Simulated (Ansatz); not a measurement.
# PbS: the cost of one run

Program: Ansatz 0.2.0. Level of theory: DFT PBEsol, scalar-relativistic. These are calculated values, not measurements.

### Step 1. The system as given

Symmetry: C2/m, No. 12, monoclinic system. Conventional cell: a = 5.881 Å, b = 5.800 Å, c = 11.759 Å, α = 90.00°, β = 95.27°, γ = 90.00°. Pb (site symmetry m) is surrounded by 5 S at 2.75 to 2.98 Å. S (site symmetry m) is surrounded by 5 Pb at 2.75 to 2.98 Å.

Structure file:

```
CELL_PARAMETERS angstrom
2.94050 -2.90000 0.00000
2.94050 2.90000 0.00000
-1.08005 0.00000 11.70929
ATOMIC_POSITIONS crystal
Pb 0.77560 0.77560 0.63638
Pb 0.22440 0.22440 0.36362
S 0.26840 0.26840 0.59860
S 0.73160 0.73160 0.40140
```

Atoms are numbered in the order of the input: Pb1, Pb2, S3, S4.

### Step 2. The deformed structure

Space group C2/m before, P-1 after.

### Step 3. Full-potential LAPW

Input file input.yaml:

```yaml
crystal:
  lattice:
    - [2.926, -2.8852975, 0.0002025]
    - [2.955, 2.9147025, 0.0292025]
    - [-1.02150355, 0.0531462, 11.70388975]
  atoms:
    - { symbol: Pb, position: [0.7756, 0.7756, 0.63638] }
    - { symbol: Pb, position: [0.2244, 0.2244, 0.36362] }
    - { symbol: S, position: [0.2684, 0.2684, 0.5986] }
    - { symbol: S, position: [0.7316, 0.7316, 0.4014] }
kpoints:
  mp_grid: { grid: [7, 7, 3] }
  band_path:
    path:
      - [0.0, 0.0, 0.0]
      - [0.0, 0.5, 0.0]
      - [0.5, 0.0, 0.0]
      - [0.0, 0.0, 0.0]
      - [0.0, 0.0, -0.5]
      - [0.5, 0.5, -0.5]
      - [0.0, 0.0, 0.0]
      - [0.5, 0.0, -0.5]
      - [0.0, 0.5, -0.5]
    npoints: 5
scf:
  occupations: { method: fermi_dirac, width: 0.01 }
hamiltonian:
  xc: pbesol
  pseudopotentials: { kind: all_electron, lapw: { basis_error: 0.0005 } }
output:
  forces: true
  stress: true
  eigenvalues: true
```

The run is started by

```bash
$ ansatz run input.yaml --threads 1 --pin off --max-ram 6144MiB --backend cpu --events-out ev --progress --plain --runs-dir out
```

**Question.** How long does this run take on 1 thread of Arm Neoverse V2, shared host, and how much memory does it need?

About 2.8 min, with a peak of 1 GiB.
